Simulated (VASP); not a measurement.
# Pt in VASP: relaxation of the atoms with LDA

Aim: the relaxation of the atoms of Pt with LDA.

Everything below comes from runs of VASP 6.6.1. Logs are shortened: lines on timing, memory, paths and dates and some standing lists are left out, and cuts for length are marked.

## Step 1: The slab as given

The cell holds a slab with vacuum, 8 atoms: a = 3.860 Å, b = 3.860 Å, c = 27.752 Å, α = 90.00°, β = 90.00°, γ = 90.00°.

The cell was built by a generator and needn't be a form met in nature.

## Step 2: Relaxation of the atoms, LDA

Contents of INCAR:

```
SYSTEM = Pt
ALGO     = Fast           ! electronic algorithm
DIPOL    = 0.5 0.5 0.500
EDIFF    = 1E-6           ! SCF threshold, eV
EDIFFG   = -0.02          ! ionic threshold
ENCUT    = 520            ! plane-wave cutoff, eV
GGA      = CA             ! functional
IBRION   = 2              ! ionic algorithm
IDIPOL   = 3            
ISIF     = 2              ! what is computed and relaxed
ISMEAR   = 1              ! smearing method
KPAR     = 2            
LASPH    = .True.         ! aspherical terms in the spheres
LCHARG   = .False.        ! write CHGCAR
LDIPOL   = .True.       
LREAL    = .False.        ! projectors in reciprocal space
LWAVE    = .False.        ! write WAVECAR
NELM     = 120            ! most SCF steps
NSW      = 90             ! ionic steps
PREC     = Accurate       ! precision mode
SIGMA    = 0.1            ! smearing width, eV
```

Contents of KPOINTS:

```
k-points
0
Gamma
  9 9 1
  0 0 0
```

Contents of POSCAR:

```
Pt
1.0
    3.8601100000      0.0000000000      0.0000000000
    0.0000000000      3.8601100000      0.0000000000
    0.0000000000      0.0000000000     27.7516774200
Pt
8
Direct
    0.5000000000      0.0000000000      0.3940342000
    0.0000000000      0.5000000000      0.3940342000
    0.0000000000      0.0000000000      0.4646792600
    0.5000000000      0.5000000000      0.4646792600
    0.5000000000      0.0000000000      0.5353207400
    0.0000000000      0.5000000000      0.5353207400
    0.0000000000      1.0000000000      0.6059658000
    0.5000000000      0.5000000000      0.6059658000
```

Potentials or basis: VASP PAW LDA potentials, release 64 (Pt).

Run with:

```bash
cat potpaw_LDA.64/Pt/POTCAR > POTCAR
mpirun -np 2 vasp_std > vasp.out
```

OUTCAR:

```text
SYSTEM = Pt
   EDIFF = 1E-6
   EDIFFG = -0.02
   ENCUT = 520
   GGA = CA
   IBRION = 2
   ISIF = 2
   ISMEAR = 1
   LASPH = .True.
   LREAL = .False.
   NELM = 120
   NSW = 90
   PREC = Accurate

 ion  position               nearest neighbor table
   1  0.500  0.000  0.394-   2 2.73   2 2.73   2 2.73   2 2.73   4 2.75   4 2.75   3 2.75   3 2.75

   2  0.000  0.500  0.394-   1 2.73   1 2.73   1 2.73   1 2.73   3 2.75   4 2.75   4 2.75   3 2.75

   3  0.000  0.000  0.465-   4 2.73   4 2.73   4 2.73   4 2.73   6 2.75   6 2.75   5 2.75   5 2.75
                             1 2.75   2 2.75   2 2.75   1 2.75
   4  0.500  0.500  0.465-   3 2.73   3 2.73   3 2.73   3 2.73   5 2.75   6 2.75   6 2.75   5 2.75
                             2 2.75   1 2.75   2 2.75   1 2.75
   5  0.500  0.000  0.535-   6 2.73   6 2.73   6 2.73   6 2.73   4 2.75   3 2.75   3 2.75   4 2.75
                             7 2.75   8 2.75   7 2.75   8 2.75
   6  0.000  0.500  0.535-   5 2.73   5 2.73   5 2.73   5 2.73   4 2.75   4 2.75   3 2.75   3 2.75
                             7 2.75   8 2.75   8 2.75   7 2.75
   7  0.000  0.000  0.606-   8 2.73   8 2.73   8 2.73   8 2.73   6 2.75   5 2.75   5 2.75   6 2.75
[... 9 lines left out ...]
 A1 = (   3.8601100000,   0.0000000000,   0.0000000000)
 A2 = (   0.0000000000,   3.8601100000,   0.0000000000)
 A3 = (   0.0000000000,   0.0000000000,  27.7516774200)

Analysis of symmetry for initial positions (statically):
=====================================================================
 Subroutine PRICEL returns following result:

  LATTYP: Found a simple tetragonal cell.
 ALAT       =     2.7295099571
 C/A-ratio  =    10.1672746595

  Lattice vectors:

 A1 = (   1.9300550000,  -1.9300550000,   0.0000000000)
 A2 = (   1.9300550000,   1.9300550000,   0.0000000000)
 A3 = (   0.0000000000,   0.0000000000,  27.7516774200)

   2 primitive cells build up your supercell.

 Routine SETGRP: Setting up the symmetry group for a
 simple tetragonal supercell.

 Subroutine GETGRP returns: Found 16 space group operations
 (whereof  8 operations were pure point group operations)
 out of a pool of 16 trial point group operations.

The static configuration has the point symmetry C_4v.
 The point group associated with its full space group is D_4h.

Analysis of symmetry for dynamics (positions and initial velocities):
=====================================================================
 Subroutine PRICEL returns following result:

  LATTYP: Found a simple tetragonal cell.
 ALAT       =     2.7295099571
 C/A-ratio  =    10.1672746595

  Lattice vectors:

 A1 = (   1.9300550000,  -1.9300550000,   0.0000000000)
 A2 = (   1.9300550000,   1.9300550000,   0.0000000000)
 A3 = (   0.0000000000,   0.0000000000,  27.7516774200)

   2 primitive cells build up your supercell.

 Routine SETGRP: Setting up the symmetry group for a
 simple tetragonal supercell.

 Subroutine GETGRP returns: Found 16 space group operations
 (whereof  8 operations were pure point group operations)
 out of a pool of 16 trial point group operations.

The dynamic configuration has the point symmetry C_4v.
 The point group associated with its full space group is D_4h.

 Subroutine INISYM returns: Found 16 space group operations
 (whereof  8 operations are pure point group operations),
 and found     2 'primitive' translations

----------------------------------------------------------------------------------------

                                     Primitive cell

  volume of cell :     206.7562

  direct lattice vectors                    reciprocal lattice vectors
     1.930055000 -1.930055000  0.000000000     0.259059975 -0.259059975  0.000000000
     1.930055000  1.930055000  0.000000000     0.259059975  0.259059975  0.000000000
     0.000000000  0.000000000 27.751677420     0.000000000  0.000000000  0.036033858

  length of vectors
[... 57 lines left out ...]
  0.444444  0.444444  0.000000      4.000000
   k-points           NKPTS =     15   k-points in BZ     NKDIM =     15   number of bands    NBANDS=     48
   number of dos      NEDOS =    301   number of ions     NIONS =      8
   total plane-waves  NPLWV = 189000
   dimension x,y,z NGX =    30 NGY =   30 NGZ =  210
   dimension x,y,z NGXF=    60 NGYF=   60 NGZF=  420
   ions per type =               8
   NGX,Y,Z   is equivalent  to a cutoff of  12.92, 12.92, 12.58 a.u.
   NGXF,Y,Z  is equivalent  to a cutoff of  25.84, 25.84, 25.16 a.u.
 SYSTEM =  Pt
   PREC   = accura    normal or accurate (medium, high low for compatibility)
   ISTART =      0    job   : 0-new  1-cont  2-samecut
   ICHARG =      2    charge: 1-file 2-atom 10-const
   ISPIN  =      1    spin polarized calculation?
   LNONCOLLINEAR =      F non collinear calculations
   LSORBIT =      F    spin-orbit coupling
   LASPH  =      T    aspherical Exc in radial PAW
   ENCUT  =  520.0 eV  38.22 Ry    6.18 a.u.   7.18  7.18 51.60*2*pi/ulx,y,z
   NELM   =    120;   NELMIN=  2; NELMDL= -5     # of ELM steps
   EDIFF  = 0.1E-05   stopping-criterion for ELM
   LREAL  =      F    real-space projection
   EDIFFG = -.2E-01   stopping-criterion for IOM
   NSW    =     90    number of steps for IOM
   IBRION =      2    ionic relax: 0-MD 1-quasi-New 2-CG
   NFREE  =      1    steps in history (QN), initial steepest desc. (CG)
   ISIF   =      2    stress and relaxation
   ISYM   =      2    0-nonsym 1-usesym 2-fastsym
   POTIM  = 0.5000    time-step for ionic-motion
   TEBEG  =    0.0;   TEEND  =   0.0 temperature during run
   PSTRESS=    0.0 pullay stress
   NELECT =      80.0000    total number of electrons
   NUPDOWN=      -1.0000    fix difference up-down
   EMIN   =  10.00;   EMAX   =-10.00  energy-range for DOS
   EFERMI =   0.00;   METHOD = LEGACY
   ISMEAR =     1;   SIGMA  =   0.10  broadening in eV -4-tet -1-fermi 0-gaus
   EFERMI_NEDOS =   21; number of points for ismear=-14 and -15
   IALGO  =     68    algorithm
   IMIX   =      4    mixing-type and parameters
     AMIX     =   0.40;   BMIX     =  1.00
     AMIX_MAG =   1.60;   BMIX_MAG =  1.00
  volume/ion in A,a.u.               =      51.69       348.81
  Fermi-wavevector in a.u.,A,eV,Ry     =   0.946837  1.789263 12.197631  0.896501
  Thomas-Fermi vector in A             =   2.074873
   LORBIT       =      0    0 simple, 1 ext, 2 COOP (PROOUT), +10 PAW based schemes
   GGA     = CA    functional components
   LHFCALC =     F    Hartree Fock is set to
   AEXX    =    0.0000 exact exchange contribution
   IVDW    =     0    specifies the selected vdW correction
   LEPSILON=     F    determine dielectric tensor
   LRPA    =     F    only Hartree local field effects (RPA)
 conjugate gradient relaxation of ions
 non-spin polarized calculation
 RMM-DIIS sequential band-by-band and
 Methfessel and Paxton  Order N= 1 SIGMA  =   0.10
  energy-cutoff  :      520.00
  volume of cell :      413.51
 maximum number of plane-waves:     11174
 NGX is ok and might be reduce to    30
   NGX = 15   NGY = 15   NGZ =103

--------------------------------------- Ionic step        1  -------------------------------------------

 number of electron      79.9999977 magnetization

 Free energy of the ion-electron system (eV)
  ---------------------------------------------------
  ext. energy  EPLUGINS =         0.00000000
  ---------------------------------------------------
  free energy    TOTEN  =       -55.59357821 eV

  energy without entropy =      -55.58612037  energy(sigma->0) =      -55.59109226

------------------------ aborting loop because EDIFF is reached ----------------------------------------

  FORCE on cell =-STRESS in cart. coord.  units (eV):
  Direction    XX          YY          ZZ          XY          YZ          ZX
  --------------------------------------------------------------------------------------
  -------------------------------------------------------------------------------------
  Total       -7.7135841     -7.7135841     -2.7943676      0.0000000      0.0000000      0.0000000
  in kB      -29.8867162    -29.8867162    -10.8269347      0.0000000      0.0000000      0.0000000
  external PRESSURE =     -23.5334557 kB  Pullay stress =       0.0000000 kB
[... 197 lines left out ...]
--------------------------------------- Ionic step        6  -------------------------------------------

 number of electron      79.9999970 magnetization

 dipolmoment           0.000000      0.000000      0.000000 electrons x Angstroem

------------------------ aborting loop because EDIFF is reached ----------------------------------------

  FORCE on cell =-STRESS in cart. coord.  units (eV):
  Direction    XX          YY          ZZ          XY          YZ          ZX
  --------------------------------------------------------------------------------------
  -------------------------------------------------------------------------------------
  Total       -4.3437273     -4.3437273      1.0515457      0.0000000      0.0000000      0.0000000
  in kB      -16.8300161    -16.8300161      4.0742730      0.0000000      0.0000000      0.0000000
  external PRESSURE =      -9.8619198 kB  Pullay stress =       0.0000000 kB
[... 29 lines left out ...]
--------------------------------------- Ionic step        7  -------------------------------------------

 number of electron      79.9999990 magnetization

 dipolmoment           0.000000      0.000000     -0.000000 electrons x Angstroem

 Free energy of the ion-electron system (eV)
  ---------------------------------------------------
  ext. energy  EPLUGINS =         0.00000000
  ---------------------------------------------------
  free energy    TOTEN  =       -55.62281166 eV

  energy without entropy =      -55.61486124  energy(sigma->0) =      -55.62016152

 E-fermi :  -1.0605     XC(G=0):  -4.6441

 val. band max:       -1.0659873330   @ k =   0.4444   0.2222   0.0000
 cond. band min:      -1.0589897015   @ k =   0.3333   0.2222   0.0000
 fundamental gap:      0.0069976315
 Fermi energy:        -1.0605482136

 k-point     1 :       0.0000    0.0000    0.0000
  band No.  band energies     occupation
      1     -11.0191      2.00000
      2      -9.2099      2.00000
      3      -8.1039      2.00000
      4      -8.0719      2.00000
      5      -8.0719      2.00000
      6      -7.8300      2.00000
[... 754 lines left out ...]
     47       0.9733      0.00000
     48       1.9107      0.00000

------------------------ aborting loop because EDIFF is reached ----------------------------------------

 vacuum level on the upper side and lower side of the slab       (xc-potential included)        -0.006        -0.006

  FORCE on cell =-STRESS in cart. coord.  units (eV):
  Direction    XX          YY          ZZ          XY          YZ          ZX
  --------------------------------------------------------------------------------------
  -------------------------------------------------------------------------------------
  Total       -5.3698151     -5.3698151     -0.1244973      0.0000000      0.0000000      0.0000000
  in kB      -20.8056512    -20.8056512     -0.4823717      0.0000000      0.0000000      0.0000000
  external PRESSURE =     -14.0312247 kB  Pullay stress =       0.0000000 kB
[... 23 lines left out ...]
  FREE ENERGIE OF THE ION-ELECTRON SYSTEM (eV)
  ---------------------------------------------------
  free  energy   TOTEN  =       -55.6228116640 eV

  energy  without entropy=      -55.6148612380  energy(sigma->0) =      -55.62016152

 reached required accuracy - stopping structural energy minimisation

 vacuum level on the upper side and lower side of the slab         5.011         5.011
```

Wall time 8.9 min (2 MPI ranks of Intel Xeon 6975P-C (Granite Rapids), shared host); peak memory 0.46 GiB.

Results:

| Property | Result |
| --- | --- |
| Free energy | -55.6228 eV |
| Energy gained by relaxing | 3.7 meV/atom |
| Ionic steps | 7 |
| Largest force after relaxing | 0.014 eV/Å |
| Band gap on the k mesh | none (metal or under the smearing width) |

Forces on the atoms (eV/Å):
```
Pt   0.000  0.000 -0.002
Pt   0.000  0.000 -0.002
Pt   0.000  0.000  0.014
Pt   0.000  0.000  0.014
Pt   0.000  0.000 -0.014
Pt   0.000  0.000 -0.014
Pt   0.000  0.000  0.002
Pt   0.000  0.000  0.002
```

Step by step:
```
step  energy change (eV)  largest force (eV/Å)  pressure (GPa)
   1              0.0000                0.3318           -2.35
   2             -0.0192                0.1360           -2.01
   3             -0.0192                0.1170           -2.03
   4             -0.0237                0.0898           -1.86
   5             -0.0284                0.0420           -1.58
   6             -0.0255                0.0801           -0.99
   7             -0.0292                0.0144           -1.40
```

Final structure:
```yaml
crystal:
  lattice:
    - [3.86011, 0.00000, 0.00000]
    - [0.00000, 3.86011, 0.00000]
    - [0.00000, 0.00000, 27.75168]
  atoms:
    - { symbol: Pt, position: [0.50000, 0.00000, 0.39560] }
    - { symbol: Pt, position: [0.00000, 0.50000, 0.39560] }
    - { symbol: Pt, position: [0.00000, 0.00000, 0.46468] }
    - { symbol: Pt, position: [0.50000, 0.50000, 0.46468] }
    - { symbol: Pt, position: [0.50000, 0.00000, 0.53532] }
    - { symbol: Pt, position: [0.00000, 0.50000, 0.53532] }
    - { symbol: Pt, position: [0.00000, 0.00000, 0.60440] }
    - { symbol: Pt, position: [0.50000, 0.50000, 0.60440] }
```

Levels at points of the mesh, in eV from the Fermi level:
```csv
k point,band 36,band 37,band 38,band 39,band 40,band 41,band 42,band 43,band 44,band 45
"(0.00, 0.00, 0.00)",-0.05,0.16,0.19,0.27,0.27,0.54,0.54,1.11,1.11,1.80
```

Spin-orbit coupling is left out, which matters for the levels of Pt.
